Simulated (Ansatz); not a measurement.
The system is Au.

```
CELL_PARAMETERS angstrom
2.90000 0.00000 0.00000
-1.45000 2.51147 0.00000
0.00000 0.00000 4.88000
ATOMIC_POSITIONS crystal
Au 0.66667 0.33333 0.25000
Au 0.33333 0.66667 0.75000
```

This isn't the form of Au at room conditions, which is fcc.

| Quantity | Value |
| --- | --- |
| Program | Ansatz 0.2.0 |
| Task | single point |
| Functional | PBE |
| Potentials or basis | all-electron LAPW, scalar-relativistic |
| Cutoff | 245 eV (chosen from the basis error) |
| Basis error allowed | 0.001 eV/atom |
| k mesh | 11 × 11 × 6 |
| Occupations | fermi-dirac, width 0.05 eV |
| Spin | no spin polarisation |

On this cell: pressure 1.9 GPa; largest force under 0.003 eV/Å; band gap on the k mesh none (metal or under the smearing width).

The same run follows on a disturbed copy (atoms moved at random, drawn with an rms of 0.05 Å):

```
CELL_PARAMETERS angstrom
2.90000 0.00000 0.00000
-1.45000 2.51147 0.00000
0.00000 0.00000 4.88000
ATOMIC_POSITIONS crystal
Au 0.68819 0.35203 0.25122
Au 0.32218 0.66326 0.75447
```

Q: What does the disturbed cell give?

A: The energy (extrapolated to zero smearing) moves by +0.9 meV/atom; pressure 1.9 GPa; largest force 0.103 eV/Å; band gap on the k mesh none (metal or under the smearing width).

Forces on the atoms (eV/Å):
```
Au  -0.030 -0.018  0.097
Au   0.030  0.018 -0.097
```

Stress tensor (GPa, compression positive):
```
 2.27  0.20 -0.08
 0.20  1.97 -0.05
-0.08 -0.05  1.48
```
